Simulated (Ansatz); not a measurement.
# Platinum, omega (AlB2-type) under revPBE: structure, energy and stiffness

Aim: take platinum in the omega (AlB2-type) structure, relax it, solve it on a dense k-mesh, then scale the cell to 7 volumes from 88 to 112 % of the relaxed one and try a fit of the equation of state. Spin polarisation is left out. The k-meshes are 8×8×12 for the relaxation; 11×11×15 for the dense run; 9×9×13 for the volumes.

Program: Ansatz 0.2.0. Level of theory: DFT revPBE, plane waves (420 eV) with PAW, scalar-relativistic; the PAW data stem from PBE, with regenerated cores. These are calculated values, not measurements.

## (1) The system as given

The structure is hexagonal, space group P6/mmm (No. 191). Conventional cell: a = 4.402 Å, b = 4.402 Å, c = 2.698 Å, α = 90.00°, β = 90.00°, γ = 120.00°. Pt (site symmetry 6/mmm) is surrounded by 14 Pt at 2.70 to 2.88 Å. Pt (site symmetry -6m2) has 11 Pt at 2.54 to 2.88 Å as nearest neighbours.

As a file:

```cif
data_structure
_symmetry_space_group_name_H-M 'P6/mmm'
_symmetry_Int_Tables_number 191
_cell_length_a 4.4020
_cell_length_b 4.4020
_cell_length_c 2.6984
_cell_angle_alpha 90.000
_cell_angle_beta 90.000
_cell_angle_gamma 120.000
_cell_volume 45.28
loop_
_atom_site_label
_atom_site_type_symbol
_atom_site_symmetry_multiplicity
_atom_site_Wyckoff_symbol
_atom_site_fract_x
_atom_site_fract_y
_atom_site_fract_z
_atom_site_occupancy
Pt1 Pt 1 a 0.00000 0.00000 0.00000 1
Pt2 Pt 2 d 0.33333 0.66667 0.50000 1
```

## (2) Relaxing cell and atoms

input.yaml

```yaml
crystal:
  lattice:
    - [4.4020276304, 0.0, 0.0]
    - [-2.2010138152, 3.8122677561, 0.0]
    - [0.0, 0.0, 2.6984429374]
  atoms:
    - { symbol: Pt, position: [0.0, 0.0, 0.0] }
    - { symbol: Pt, position: [0.3333333333, 0.6666666667, 0.5] }
    - { symbol: Pt, position: [0.6666666667, 0.3333333333, 0.5] }
hamiltonian:
  xc: revpbe
  pseudopotentials:
    kind: paw
    azcp:
      Pt: "pseudopotentials/Pt.paw.azcp"
basis:
  ecutwfc: 420
  fft_grid_basis: typed
kpoints:
  mp_grid: { grid: [8, 8, 12], shift: [0, 0, 0] }
magnetization:
  spin_polarized: false
scf:
  occupations: { method: fermi_dirac, width: 0.1 }
relax:
  max_steps: 60
  f_tol: 0.01
  cell: {}
output:
  write_density: true
  write_potential: true
  elf: true
  volumetric_format: npy
```

The log of the run:

```text
Warning: RAYON_NUM_THREADS=2 ignored (pool sized by the plan → 2); use --threads N
Engine: ansatz 0.2.0, x86_64-unknown-linux-gnu
Pseudopotentials: kind: paw
Pseudopotential: Pt, paw, valence charge 18, recommended cutoff 420 eV (normal), <dir>
Functional definition: revPBE
  parameter kappa = 1.245
  parameter beta = 0.06672455060314922
  exchange = pbe_x(kappa = kappa, mu = beta*pi^2/3)
  correlation = pbe_c(beta = beta)
Crystal: 3 atoms, lattice volume = 45.284 Å³
Basis set: ecut = 420 eV, 903 PW (Γ), exchange–correlation on 60×60×40 points (8 copies of the dense FFT grid, shifted against one another)
Bands: 33, of which v1, the nominal top of the filled ones, is band 27 counted from 1 (26 counted from 0)
Symmetry: 24 space group operations
Space group: P6/mmm (ITA 191), of the structure as read, at distance tolerance 3.6e-5 Å
k-points: 70 of 768
Non-local potential: Pt, projectors of the file, l = 0: 3, l = 1: 2, l = 2: 2, l = 3: 1
PAW form: soft (Blöchl's): semilocal exchange-correlation on the pseudo side does not see the compensation charge
PAW frozen core: Pt, regenerated for the run's functional, and the local potential with it (the file was generated under x = pbe(κ = 0.804, μ = 0.2195149727645171), c = pbe(β = 0.06672455060314922))
PAW one-centre angular grid: Pt, 590 points (default); XC on 64 Gauss nodes
Initial density: superposition of atomic densities (neutral atoms: chi_scale 0, normalization atom), corrected by the library's trained network
Initial wavefunctions: pseudopotential atomic-orbital guess
Functional: x = revpbe(κ = 1.245, μ = 0.2195149727645171), c = pbe(β = 0.06672455060314922)
SCF iter   1: F=—  HF=-37597.912284 eV  |F-HF|=—  |Δ(HF+E_count)|=         —  Δρ=8.25e-3  dr2=2.14e-2  ethr=1.77e-3  ⟨swp⟩=5.3  Hψ=8298  notcnv=0  defer=20
preconditioner: auto → none  [metal: Δε(μ)=0.010 eV  Ē_g=9.421 eV  σ=0.100 eV  W_gap=0.02  n_scr=8 (ndim 8)  ℏωp=30.2 eV  f_vac=0.000  D(μ)=5.01/eV (n_scr^D=68)  sad-step TF]
SCF iter   2: F=—  HF=-37597.915044 eV  |F-HF|=—  |Δ(HF+E_count)|=   2.76e-3  Δρ=5.03e-3  dr2=1.30e-2  ethr=3.97e-5  ⟨swp⟩=1.8  Hψ=3161  notcnv=0  defer=20
SCF iter   3: F=—  HF=-37597.914630 eV  |F-HF|=—  |Δ(HF+E_count)|=   4.14e-4  Δρ=6.81e-4  dr2=1.43e-4  ethr=2.40e-5  ⟨swp⟩=1.1  Hψ=2338  notcnv=0  defer=20
SCF iter   4: F=—  HF=-37597.914596 eV  |F-HF|=—  |Δ(HF+E_count)|=   3.45e-5  Δρ=2.70e-4  dr2=4.80e-5  ethr=2.65e-7  ⟨swp⟩=2.8  Hψ=4206  notcnv=0  defer=20
SCF iter   5: F=—  HF=-37597.914587 eV  |F-HF|=—  |Δ(HF+E_count)|=   8.49e-6  Δρ=3.96e-5  dr2=2.86e-7  ethr=8.89e-8  ⟨swp⟩=1.1  Hψ=2291  notcnv=0  defer=20
SCF iter   6: F=-37597.914587 eV  HF=-37597.914587 eV  |F-HF|=1.67e-8  |Δ(HF+E_count)|=   5.77e-8  Δρ=7.64e-6  dr2=2.39e-8  ethr=1.85e-10  ⟨swp⟩=7.7  Hψ=13420  notcnv=0
SCF 1 converged in 6 iterations: F = -37597.914587 eV  dr2 = 2.39e-8
relax step   1: F+E_penalty+E_count = -37597.91458708 eV  Δ(F+E_penalty+E_count) = +0.000e0 eV  max|allowed force component| = 2.591e-16 eV/Å  Δτ_max = 0.0000 Å  P = +20.113 GPa  Ω = 45.284 Å³  (6 SCF iters, dr2 threshold 1.00e-7 eV, accepted)
Crystal: 3 atoms, lattice volume = 51.048 Å³
Basis set: ecut = 420 eV, 975 PW (Γ), exchange–correlation on 60×60×40 points (8 copies of the dense FFT grid, shifted against one another)
Initial density: handed on by an earlier stage of this run
Initial wavefunctions: those handed on with the density
iter 1 solved again at ethr=7.06e-5 eV; its pass at ethr=3.10e-3 eV (dr2=3.81e-2 eV) is discarded
SCF iter   1: F=—  HF=-37598.075931 eV  |F-HF|=—  |Δ(HF+E_count)|=         —  Δρ=9.73e-3  dr2=3.87e-2  ethr=7.06e-5  ⟨swp⟩=1.4  Hψ=11971  notcnv=0
preconditioner: auto → Kerker (q_TF=auto, 2.754 Å⁻¹)  [metal: Δε(μ)=0.013 eV  Ē_g=8.345 eV  σ=0.100 eV  W_gap=0.03  n_scr=14 (ndim 8)  ℏωp=28.5 eV  f_vac=0.000  D(μ)=5.56/eV (n_scr^D=68)]
SCF iter   2: F=—  HF=-37598.071917 eV  |F-HF|=—  |Δ(HF+E_count)|=   4.01e-3  Δρ=5.51e-3  dr2=1.15e-2  ethr=7.06e-5  ⟨swp⟩=1.0  Hψ=2310  notcnv=0
SCF iter   3: F=—  HF=-37598.070657 eV  |F-HF|=—  |Δ(HF+E_count)|=   1.26e-3  Δρ=8.85e-4  dr2=3.80e-4  ethr=2.13e-5  ⟨swp⟩=1.8  Hψ=2833  notcnv=0
SCF iter   4: F=—  HF=-37598.070627 eV  |F-HF|=—  |Δ(HF+E_count)|=   2.97e-5  Δρ=2.39e-4  dr2=2.06e-5  ethr=7.04e-7  ⟨swp⟩=1.8  Hψ=2866  notcnv=0
SCF iter   5: F=—  HF=-37598.070619 eV  |F-HF|=—  |Δ(HF+E_count)|=   8.54e-6  Δρ=5.21e-5  dr2=1.13e-6  ethr=3.81e-8  ⟨swp⟩=2.0  Hψ=3352  notcnv=0
SCF iter   6: F=-37598.070619 eV  HF=-37598.070619 eV  |F-HF|=3.66e-9  |Δ(HF+E_count)|=   4.05e-8  Δρ=1.52e-5  dr2=8.33e-8  ethr=5.56e-10  ⟨swp⟩=7.1  Hψ=13218  notcnv=0
SCF 2 converged in 6 iterations: F = -37598.070619 eV  dr2 = 8.33e-8
relax step   2: F+E_penalty+E_count = -37598.07061876 eV  Δ(F+E_penalty+E_count) = -1.560e-1 eV  max|allowed force component| = 5.551e-17 eV/Å  Δτ_max = 0.0000 Å  P = -8.973 GPa  Ω = 51.048 Å³  energy of the carried Pulay correction = -3.026e-3 eV  (6 SCF iters, dr2 threshold 3.00e-7 eV, accepted)
Crystal: 3 atoms, lattice volume = 49.147 Å³
Basis set: ecut = 420 eV, 951 PW (Γ), exchange–correlation on 60×60×40 points (8 copies of the dense FFT grid, shifted against one another)
iter 1 solved again at ethr=7.04e-6 eV; its pass at ethr=3.10e-3 eV (dr2=3.80e-3 eV) is discarded
SCF iter   1: F=—  HF=-37598.138126 eV  |F-HF|=—  |Δ(HF+E_count)|=         —  Δρ=2.86e-3  dr2=3.18e-3  ethr=7.04e-6  ⟨swp⟩=1.3  Hψ=10271  notcnv=0
preconditioner: auto → Kerker (q_TF=auto, 2.771 Å⁻¹)  [metal: Δε(μ)=0.003 eV  Ē_g=8.634 eV  σ=0.100 eV  W_gap=0.01  n_scr=14 (ndim 8)  ℏωp=29.0 eV  f_vac=0.000  D(μ)=5.33/eV (n_scr^D=68)]
SCF iter   2: F=—  HF=-37598.137619 eV  |F-HF|=—  |Δ(HF+E_count)|=   5.07e-4  Δρ=1.68e-3  dr2=1.04e-3  ethr=5.89e-6  ⟨swp⟩=1.0  Hψ=2310  notcnv=0
SCF iter   3: F=—  HF=-37598.137443 eV  |F-HF|=—  |Δ(HF+E_count)|=   1.76e-4  Δρ=2.25e-4  dr2=1.30e-5  ethr=1.93e-6  ⟨swp⟩=2.0  Hψ=3184  notcnv=0
SCF iter   4: F=—  HF=-37598.137441 eV  |F-HF|=—  |Δ(HF+E_count)|=   2.63e-6  Δρ=4.84e-5  dr2=7.56e-7  ethr=2.41e-8  ⟨swp⟩=2.7  Hψ=4299  notcnv=0
iter 5 did not close the SCF: its close was put off for the readings that it lacked (scf_convergence_deferred on its scf_iter line)
SCF iter   5: F=-37598.137441 eV  HF=-37598.137441 eV  |F-HF|=1.16e-8  |Δ(HF+E_count)|=   2.30e-7  Δρ=1.33e-5  dr2=5.78e-8  ethr=1.40e-9  ⟨swp⟩=2.0  Hψ=3304  notcnv=0
SCF iter   6: F=-37598.137441 eV  HF=-37598.137441 eV  |F-HF|=2.47e-10  |Δ(HF+E_count)|=   1.93e-8  Δρ=3.07e-6  dr2=3.92e-9  ethr=1.07e-10  ⟨swp⟩=4.4  Hψ=12677  notcnv=0
SCF 3 converged in 6 iterations: F = -37598.137441 eV  dr2 = 3.92e-9
relax step   3: F+E_penalty+E_count = -37598.13744091 eV  Δ(F+E_penalty+E_count) = -6.682e-2 eV  max|allowed force component| = 2.190e-16 eV/Å  Δτ_max = 0.0000 Å  P = -1.790 GPa  Ω = 49.147 Å³  energy of the carried Pulay correction = -2.075e-3 eV  (6 SCF iters, dr2 threshold 3.00e-7 eV, accepted)
Crystal: 3 atoms, lattice volume = 48.691 Å³
iter 1 solved again at ethr=3.54e-7 eV; its pass at ethr=3.10e-3 eV (dr2=1.91e-4 eV) is discarded
SCF iter   1: F=—  HF=-37598.140400 eV  |F-HF|=—  |Δ(HF+E_count)|=         —  Δρ=7.13e-4  dr2=2.01e-4  ethr=3.54e-7  ⟨swp⟩=3.2  Hψ=10975  notcnv=0
preconditioner: auto → Kerker (q_TF=auto, 2.776 Å⁻¹)  [metal: Δε(μ)=0.012 eV  Ē_g=8.745 eV  σ=0.100 eV  W_gap=0.03  n_scr=14 (ndim 8)  ℏωp=29.1 eV  f_vac=0.000  D(μ)=5.26/eV (n_scr^D=68)]
SCF iter   2: F=—  HF=-37598.140364 eV  |F-HF|=—  |Δ(HF+E_count)|=   3.58e-5  Δρ=4.10e-4  dr2=5.98e-5  ethr=3.54e-7  ⟨swp⟩=1.0  Hψ=2310  notcnv=0
SCF iter   3: F=—  HF=-37598.140355 eV  |F-HF|=—  |Δ(HF+E_count)|=   8.84e-6  Δρ=6.17e-5  dr2=1.59e-6  ethr=1.11e-7  ⟨swp⟩=2.3  Hψ=3186  notcnv=0
iter 4 did not close the SCF: its close was put off for the readings that it lacked (scf_convergence_deferred on its scf_iter line)
SCF iter   4: F=-37598.140355 eV  HF=-37598.140355 eV  |F-HF|=3.00e-8  |Δ(HF+E_count)|=  1.09e-10  Δρ=1.60e-5  dr2=7.03e-8  ethr=2.94e-9  ⟨swp⟩=2.3  Hψ=3199  notcnv=0
iter 5 did not close the SCF: its close was put off for the readings that it lacked (scf_convergence_deferred on its scf_iter line)
SCF iter   5: F=-37598.140355 eV  HF=-37598.140355 eV  |F-HF|=3.06e-10  |Δ(HF+E_count)|=   3.99e-8  Δρ=3.23e-6  dr2=4.72e-9  ethr=1.30e-10  ⟨swp⟩=2.4  Hψ=3213  notcnv=0
SCF iter   6: F=-37598.140355 eV  HF=-37598.140355 eV  |F-HF|=1.09e-10  |Δ(HF+E_count)|=   1.22e-9  Δρ=8.62e-7  dr2=3.90e-10  ethr=8.74e-12  ⟨swp⟩=4.8  Hψ=11521  notcnv=0
SCF 4 converged in 6 iterations: F = -37598.140355 eV  dr2 = 3.90e-10
relax step   4: F+E_penalty+E_count = -37598.14035495 eV  Δ(F+E_penalty+E_count) = -2.914e-3 eV  max|allowed force component| = 1.974e-16 eV/Å  Δτ_max = 0.0000 Å  P = +0.214 GPa  Ω = 48.691 Å³  energy of the carried Pulay correction = -1.843e-3 eV  (6 SCF iters, dr2 threshold 3.00e-7 eV, accepted)
Crystal: 3 atoms, lattice volume = 48.733 Å³
iter 1 solved again at ethr=4.20e-8 eV; its pass at ethr=3.10e-3 eV (dr2=2.27e-5 eV) is discarded
SCF iter   1: F=—  HF=-37598.140424 eV  |F-HF|=—  |Δ(HF+E_count)|=         —  Δρ=1.75e-4  dr2=1.34e-5  ethr=4.20e-8  ⟨swp⟩=2.8  Hψ=9755  notcnv=0
preconditioner: auto → Kerker (q_TF=auto, 2.775 Å⁻¹)  [metal: Δε(μ)=0.010 eV  Ē_g=8.739 eV  σ=0.100 eV  W_gap=0.03  n_scr=14 (ndim 8)  ℏωp=29.1 eV  f_vac=0.000  D(μ)=5.25/eV (n_scr^D=68)]
SCF iter   2: F=—  HF=-37598.140414 eV  |F-HF|=—  |Δ(HF+E_count)|=   1.04e-5  Δρ=8.04e-5  dr2=2.85e-6  ethr=2.48e-8  ⟨swp⟩=1.0  Hψ=2310  notcnv=0
iter 3 did not close the SCF: its close was put off for the readings that it lacked (scf_convergence_deferred on its scf_iter line)
SCF iter   3: F=-37598.140414 eV  HF=-37598.140414 eV  |F-HF|=7.11e-8  |Δ(HF+E_count)|=   1.94e-7  Δρ=1.58e-5  dr2=1.34e-7  ethr=5.28e-9  ⟨swp⟩=1.0  Hψ=2310  notcnv=0
iter 4 did not close the SCF: its close was put off for the readings that it lacked (scf_convergence_deferred on its scf_iter line)
SCF iter   4: F=-37598.140414 eV  HF=-37598.140414 eV  |F-HF|=1.13e-9  |Δ(HF+E_count)|=   1.33e-8  Δρ=2.72e-6  dr2=3.29e-9  ethr=2.48e-10  ⟨swp⟩=2.2  Hψ=3103  notcnv=0
iter 5 did not close the SCF: its close was put off for the readings that it lacked (scf_convergence_deferred on its scf_iter line)
SCF iter   5: F=-37598.140414 eV  HF=-37598.140414 eV  |F-HF|=2.69e-10  |Δ(HF+E_count)|=  4.07e-10  Δρ=8.31e-7  dr2=4.55e-10  ethr=6.09e-12  ⟨swp⟩=2.1  Hψ=3903  notcnv=0
SCF iter   6: F=-37598.140414 eV  HF=-37598.140414 eV  |F-HF|=7.28e-12  |Δ(HF+E_count)|=  2.18e-11  Δρ=1.57e-7  dr2=1.29e-11  ethr=1.00e-12  ⟨swp⟩=4.0  Hψ=9851  notcnv=0
SCF 5 converged in 6 iterations: F = -37598.140414 eV  dr2 = 1.29e-11
relax step   5: F+E_penalty+E_count = -37598.14041368 eV  Δ(F+E_penalty+E_count) = -5.874e-5 eV  max|allowed force component| = 1.665e-16 eV/Å  Δτ_max = 0.0000 Å  P = +0.024 GPa  Ω = 48.733 Å³  energy of the carried Pulay correction = -1.866e-3 eV  (6 SCF iters, dr2 threshold 3.00e-7 eV, accepted)
Basis set: ecut = 420 eV, 951 PW (Γ), exchange–correlation on 64×64×40 points (8 copies of the dense FFT grid, shifted against one another)
Initial wavefunctions: pseudopotential atomic-orbital guess (no wavefunctions were taken with the density)
iter 1 solved again at ethr=2.34e-8 eV; its pass at ethr=3.10e-3 eV (dr2=1.26e-5 eV) is discarded
SCF iter   1: F=—  HF=-37598.141791 eV  |F-HF|=—  |Δ(HF+E_count)|=         —  Δρ=2.25e-4  dr2=3.39e-6  ethr=2.34e-8  ⟨swp⟩=3.0  Hψ=13781  notcnv=0
preconditioner: auto → Kerker (q_TF=auto, 2.775 Å⁻¹)  [metal: Δε(μ)=0.011 eV  Ē_g=8.738 eV  σ=0.100 eV  W_gap=0.03  n_scr=14 (ndim 8)  ℏωp=29.1 eV  f_vac=0.000  D(μ)=5.25/eV (n_scr^D=68)]
SCF iter   2: F=—  HF=-37598.141814 eV  |F-HF|=—  |Δ(HF+E_count)|=   2.28e-5  Δρ=1.16e-4  dr2=8.59e-7  ethr=6.27e-9  ⟨swp⟩=1.0  Hψ=2354  notcnv=0
SCF iter   3: F=—  HF=-37598.141818 eV  |F-HF|=—  |Δ(HF+E_count)|=   4.58e-6  Δρ=5.49e-6  dr2=3.85e-9  ethr=1.59e-9  ⟨swp⟩=3.0  Hψ=4220  notcnv=0
SCF iter   4: F=—  HF=-37598.141818 eV  |F-HF|=—  |Δ(HF+E_count)|=   5.76e-9  Δρ=8.83e-7  dr2=1.48e-10  ethr=7.13e-12  ⟨swp⟩=2.1  Hψ=3424  notcnv=0
iter 5 did not close the SCF: its close was put off for the readings that it lacked (scf_convergence_deferred on its scf_iter line)
SCF iter   5: F=-37598.141818 eV  HF=-37598.141818 eV  |F-HF|=7.28e-12  |Δ(HF+E_count)|=  1.02e-10  Δρ=1.69e-7  dr2=1.16e-11  ethr=1.00e-12  ⟨swp⟩=1.0  Hψ=2310  notcnv=0
SCF iter   6: F=-37598.141818 eV  HF=-37598.141818 eV  |F-HF|=7.28e-12  |Δ(HF+E_count)|=  7.28e-12  Δρ=2.97e-8  dr2=2.32e-13  ethr=1.00e-12  ⟨swp⟩=3.8  Hψ=8958  notcnv=0
SCF 6 converged in 6 iterations: F = -37598.141818 eV  dr2 = 2.32e-13
relax step   6: F+E_penalty+E_count = -37598.14181814 eV  Δ(F+E_penalty+E_count) = -1.404e-3 eV  max|allowed force component| = 1.249e-16 eV/Å  Δτ_max = 0.0000 Å  P = -0.008 GPa  Ω = 48.733 Å³  stress off target by 1.54e-2 GPa  SCF on the basis re-selected at this cell (its energy is not comparable with the rows above)  (6 SCF iters)
basis re-selected at this cell: Δ(F+E_penalty+E_count) = -1.404e-3 eV, ΔP = -0.033 GPa vs the last step (what re-selecting the basis moved, of the pressure what is left beyond the Pulay correction that the steps carried, after the strain that the cell walked since its last selection, with what the two solves' SCF thresholds leave and, on support functions, any second-order correction that the steps lacked; it is no measure of the basis error at this ecutwfc). The dense FFT grid was sized anew with the basis: this SCF ran on 32×32×20 points, the steps before it on 30×30×20, so part of this shift can come from that change (see relax.cell in the input reference). This SCF's stress stands 1.54e-2 GPa from its target on what of the cell is left free (relax.cell.stress_tol is 5.00e-2 GPa) and its largest allowed force component is 1.25e-16 eV/Å (relax.f_tol is 1.00e-2 eV/Å): within both
SCF converged after 6 iterations
Free energy (F): -37598.141818 eV
Harris-Foulkes:  -37598.141818 eV  (|F-HF|=7.28e-12)
Internal energy: -37597.976216 eV  (E = F + TS)
E sigma→0 (E₀):  -37598.059017 eV
Entropy (-TS):   -0.165602 eV (-55.201 meV/atom)
Fermi energy:    21.194774 eV
--- Per-component energies (eV) ---
  E_band       = -482.523076
  E_kinetic    = 1910.100471
  E_local      = -4703.488861  (includes V_loc(G=0)·N_el)
  E_nonlocal   = 598.798449
  E_hartree    = 1741.000868
  E_xc         = -784.367287
  E_vxc        = -906.240733  (∫ρ·V_xc dr)
  E_paw        = -28391.103399  (= ΣΔE_a)
  E_vpaw       = -863.694697  (= ΣTr[D̂ρ^β])
  E_aug_tail   = 0.000570  (compensation charges beyond the density's cutoff)
  E_ewald      = -7968.835989
  E_core_change = -0.081038  (= ΣΔE_core)
  E_smearing   = -0.165602  (= −TS)
  E_closure    = 0.000000  (closes the sum)
  Σ components = -37598.141818   (vs F -37598.141818, Δ=0.00e0)
--- Forces (eV/Å), atoms counted from 1 ---
  atom   1  Pt    -0.00000000     0.00000000     0.00000000
  atom   2  Pt    -0.00000000    -0.00000000     0.00000000
  atom   3  Pt     0.00000000     0.00000000    -0.00000000
  max |Σ_I F_I| component: 1.85e-17 eV/Å
--- Stress (GPa, compression-positive) ---
       -0.004790      -0.000000      -0.000000
       -0.000000      -0.004790      -0.000000
       -0.000000      -0.000000      -0.015355
  P = ⅓ Tr σ = -0.0083 GPa (-0.083 kbar)
--- Band table (eV; the first three rows and the last of 70) ---
  k-point 0: bands = ["-77.0526", "-77.0165", "-76.7511", "-31.4555", "-31.4555", "-31.1902", "-31.1902", "-31.0914", "-31.0275", "-30.9221", "-30.9186", "-30.9186", "11.8429", "15.1245", "16.6063", "17.2764", "17.2764", "17.3162", "17.3211", "17.3211", "18.3925", "18.3925", "19.3228", "19.3228", "19.4539", "19.4539", "21.4916", "21.4916", "26.0549", "26.9900", "28.3387", "28.3387", "28.3830"]
  k-point 1: bands = ["-77.0515", "-77.0155", "-76.7501", "-31.4533", "-31.4533", "-31.1866", "-31.1866", "-31.1123", "-31.0480", "-30.9438", "-30.9185", "-30.9185", "12.0306", "15.3263", "16.8828", "17.1628", "17.1628", "17.2123", "17.2123", "17.5089", "18.2596", "18.2596", "19.4112", "19.4112", "19.5037", "19.5037", "21.3870", "21.3870", "26.0319", "27.0389", "28.5264", "28.5264", "28.5697"]
  k-point 2: bands = ["-77.0487", "-77.0128", "-76.7474", "-31.4476", "-31.4476", "-31.1766", "-31.1766", "-31.1690", "-31.1036", "-31.0030", "-30.9184", "-30.9184", "12.5644", "15.8774", "16.8044", "16.8044", "16.9240", "16.9240", "17.6860", "18.0927", "18.1309", "18.1309", "19.2657", "19.2657", "19.8317", "19.8317", "21.1754", "21.1754", "25.9785", "27.1865", "28.8854", "28.8854", "29.1717"]
  k-point 69: bands = ["-77.0220", "-77.0171", "-76.7361", "-31.4770", "-31.3762", "-31.3626", "-31.3100", "-31.2537", "-31.2124", "-31.1027", "-30.9157", "-30.9115", "14.9892", "15.7444", "16.1811", "16.6123", "16.6873", "16.9795", "17.3087", "18.0937", "18.5964", "18.7449", "19.5232", "21.2167", "21.2477", "21.4332", "21.8202", "23.0940", "24.7664", "26.1562", "26.7037", "27.1934", "27.2038"]
--- Relaxed structure (5 steps of the walk, 5 accepted, 1 SCFs on fresh bases) ---
  F+E_penalty+E_count = -37598.14181814 eV   max|allowed force component| = 1.249e-16 eV/Å   (the final SCF, on the basis selected at the relaxed cell)
  cell:  # Å, volume = 48.7332 Å³
    - [4.552930021266793, 2.8542457492604637e-33, -3.1713841658449595e-34]
    - [-2.2764650106333963, 3.9429530600698675, 2.8416470288464764e-18]
    - [-1.9440584936343923e-34, 2.011407080029345e-18, 2.714642637917795]
  atoms:
    - { symbol: Pt, position: [-7.230885069088986e-34, -5.3606561604815736e-34, 7.418412301374843e-68] }
    - { symbol: Pt, position: [0.33333333333333326, 0.6666666666666665, 0.5] }
    - { symbol: Pt, position: [0.6666666666666665, 0.33333333333333326, 0.5] }
```

It took 18 s on 2 threads of AMD EPYC 7R43 (Zen 3), shared host; peak memory 0.45 GiB.

Step by step:

```csv
step,energy change (meV/atom),largest force (eV/Å),pressure (GPa),volume (Å³/atom)
1,0.00,0.0000,20.11,15.095
2,-52.01,0.0000,-8.97,17.016
3,-74.28,0.0000,-1.79,16.382
4,-75.26,0.0000,0.21,16.230
5,-75.28,0.0000,0.02,16.244
6,-75.74,0.0000,-0.01,16.244
```

Steps that repeat a cell are solved on a basis chosen anew, so their changes of energy are no gain of the relaxation.

The cell of the run, before and after:

|  | before | after | change |
| --- | --- | --- | --- |
| a (Å) | 4.402 | 4.553 | +3.4 % |
| b (Å) | 4.402 | 4.553 | +3.4 % |
| c (Å) | 2.698 | 2.715 | +0.6 % |
| volume (Å³/atom) | 15.095 | 16.244 | +7.6 % |
| shortest distance (Å) | 2.542 | 2.629 | +3.4 % |
| space group (spins left aside) | P6/mmm | P6/mmm | same |

(Part 1 of 2 ends here.)
